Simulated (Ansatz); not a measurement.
## Ag₂O (Pn-3m) under several functionals

Plane-wave DFT in Ansatz with scalar-relativistic PAW potentials. The same structure was relaxed (cell and atoms, symmetry kept) in separate runs at each level. No spin polarisation.

```tsv
level	cutoff (eV)	k mesh	V (Å³/atom)	a (Å)	gap (eV)	B0 (GPa)
PBE+D3(BJ)	420	8×8×8	17.914	4.755	0.00	–
r2SCAN	500	8×8×8	17.932	4.756	0.24	83
PBE	420	8×8×8	18.570	4.812	0.00	70
```

**Question.** Where does PBEsol (420 eV, k mesh 8×8×8) fall?

**Answer.** V (Å³/atom) 17.376, a (Å) 4.706, gap (eV) 0.00. Its volume is the smallest of the set. The usual order of volumes, PBEsol < PBE, holds here (17.376, 18.570 Å³/atom). As a rule PBEsol, built on the gradient expansion of slowly varying densities, lies between LDA and PBE; PBE's stronger gradient term for exchange weakens bonds. Adding D3 to PBE changes the volume by -3.5 %; the term is attractive, so it pulls cells in. In ionic crystals its C6 for cations, set by coordination number and not by charge, is often too large, so it can pull in too far. r2SCAN lies 3.4 % under PBE in volume. B0 goes from 82.7 to 70.0 GPa as the volume grows by 3.6 %; on one curve with B' = 5.2 the volume alone, B ∝ V^(−B'), would give 69.0 GPa, and the rest of the difference is the functional's own stiffness. Each gap belongs to its own cell, so it mixes the functional's effect with that of the volume; gaps are the least found on the k mesh or on a band path.